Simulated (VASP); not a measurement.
**GaSe: band structure with PBE0**

GaSe:

```
Ga Se
1.0
     3.77097    0.00000    0.00000
    -1.88549    3.26576    0.00000
     0.00000    0.00000   15.96669
Ga Se
4 4
Direct
  0.33333 0.66667 0.17346
  0.66667 0.33333 0.67346
  0.33333 0.66667 0.32654
  0.66667 0.33333 0.82654
  0.33333 0.66667 0.59951
  0.66667 0.33333 0.09951
  0.33333 0.66667 0.90049
  0.66667 0.33333 0.40049
```

| Quantity | Value |
| --- | --- |
| Program | VASP 6.6.1 |
| Task | band structure |
| Functional | PBE0 |
| Potentials or basis | VASP PAW PBE potentials, release 64 (Ga_d, Se) |
| Cutoff | 520 eV |
| k mesh | 6 × 6 × 1 |
| Occupations | gaussian, width 0.03 eV |
| Spin | no spin polarisation |
| Grid for exact exchange (PRECFOCK) | Fast |
| Exchange at q = 0 | truncated |
| Further INCAR settings | ALGO = Normal; EDIFF = 1e-06 |

| Property | Result |
| --- | --- |
| Pressure | -0.2 GPa |
| Largest force | 0.350 eV/Å |
| Band gap on the k mesh | 2.41 eV, direct |
| Band gap along the path | 2.41 eV, direct |

Forces on the atoms (eV/Å):
```
Ga   0.000  0.000 -0.256
Ga   0.000  0.000 -0.256
Ga   0.000  0.000  0.256
Ga   0.000  0.000  0.256
Se   0.000  0.000  0.350
Se   0.000  0.000  0.350
Se   0.000  0.000 -0.350
Se   0.000  0.000 -0.350
```

Stress tensor (GPa, compression positive):
```
-0.29  0.00  0.00
 0.00 -0.29  0.00
 0.00  0.00  0.01
```

Levels at points of the mesh, in eV from the valence-band top:
```
           k point  band 34  band 35  band 36  band 37  band 38  band 39  band 40  band 41  band 42  band 43
(0.00, 0.00, 0.00)    -1.41    -1.41    -1.27    -1.27     0.00     2.41     3.43     3.69     3.81     5.54
(0.50, 0.00, 0.00)    -2.79    -2.62    -2.56    -2.51    -1.99     2.53     2.59     3.18     3.39     5.10
```

It took 37 min on 4 MPI ranks on Intel(R) Xeon(R) Platinum 8488C (Sapphire Rapids) (shared host), peak memory 0.42 GiB a rank.

Caveat: the PAW data sets were made with another functional, which shifts forces and pressure a little; this functional lacks dispersion, which binds the layers, so the pressure and a relaxed spacing across them are unreliable.
